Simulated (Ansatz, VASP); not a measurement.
## Al in VASP and in Ansatz

INCAR

```
ALGO = Normal
EDIFF = 1E-6
ENCUT = 520
GGA = PE
ISIF = 2
ISMEAR = 0
LASPH = True
LCHARG = False
LREAL = False
LWAVE = False
NBANDS = 8
NELM = 100
PREC = Accurate
SIGMA = 0.15
```

KPOINTS

```
k-points
0
Gamma
  20 20 20
```

POSCAR

```
Al
1.0
   -1.6389552507      1.6389552507      1.6389552507
    1.6389552507     -1.6389552507      1.6389552507
    1.6389552507      1.6389552507     -1.6389552507
Al
1
Direct
    0.0000000000      0.0000000000      0.0000000000
```

Input for Ansatz:

```yaml
crystal:
  lattice:
    - [-1.6389552507, 1.6389552507, 1.6389552507]
    - [1.6389552507, -1.6389552507, 1.6389552507]
    - [1.6389552507, 1.6389552507, -1.6389552507]
  atoms:
    - { symbol: Al, position: [0.0, 0.0, 0.0] }
basis:
  ecutwfc: 420
kpoints:
  mp_grid: { grid: [20, 20, 20] }
hamiltonian:
  xc: pbe
scf:
  occupations: { method: gaussian, width: 0.15 }
output:
  forces: true
  stress: true
  eigenvalues: true
```

Change from the starting cell: strain +0.030 along x and y, +0.030 along z, atoms carried along.

Alike in both runs: task single point; functional PBE; k mesh 20 × 20 × 20; occupations gaussian, width 0.15 eV; no spin polarisation.

|  | VASP | Ansatz |
| --- | --- | --- |
| version | VASP 6.6.1 | Ansatz 0.2.0 |
| potentials or method | VASP PAW PBE potentials, release 64 (Al) | scalar-relativistic, plane waves, PAW |
| plane-wave cutoff (eV) | 520 | 420 |
| valence electrons in the cell | 3 | 3 |

|  | VASP | Ansatz | Ansatz less VASP |
| --- | --- | --- | --- |
| gap on the k mesh at the Fermi level (eV) | none | none | - |
| pressure (GPa) | -2.5 | -2.4 | +0.02 |

A gap of «none» marks a metal or a gap that the smearing closes.
